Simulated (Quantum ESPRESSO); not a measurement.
ZrB2: equation of state with PBE

ZrB2:

```
Zr B
1.0
     3.17000    0.00000    0.00000
    -1.58500    2.74530    0.00000
     0.00000    0.00000    3.53300
Zr B
1 2
Cartesian
  0.0000 0.0000 0.0000
  1.5850 0.9151 1.7665
  0.0000 1.8302 1.7665
```

| Quantity | Value |
| --- | --- |
| Program | Quantum ESPRESSO 7.5 |
| Task | equation of state |
| Functional | PBE |
| Potentials or basis | SSSP 1.3 efficiency PBE |
| Cutoff | 748 eV |
| Density cutoff | 5987 eV |
| k mesh | 10 × 10 × 8 |
| Occupations | fermi-dirac, width 0.05 eV |
| Spin | no spin polarisation |
| Mixing beta | 0.5 |
| Most SCF iterations | 120 |
| SCF threshold | 6e-10 Ry |

```json
{"Equilibrium volume": "10.27 Å³/atom", "Bulk modulus at fixed shape and positions": "239 GPa", "Pressure derivative of the bulk modulus": "3.9"}
```

Energy against volume, from the lowest point:
| volume (Å³/atom) | energy (meV/atom) |
| --- | --- |
| 9.634 | 32.94 |
| 9.839 | 14.69 |
| 10.044 | 3.94 |
| 10.249 | 0.00 |
| 10.454 | 2.23 |
| 10.659 | 10.06 |
| 10.864 | 22.95 |

All runs of the series together: 100 s on 1 thread of Intel(R) Xeon(R) 6975P-C (Granite Rapids) (shared host).

Caveat: the cell was scaled at fixed shape and fractional positions, which overstates the stiffness of a crystal with free parameters, most of all of layers and chains.
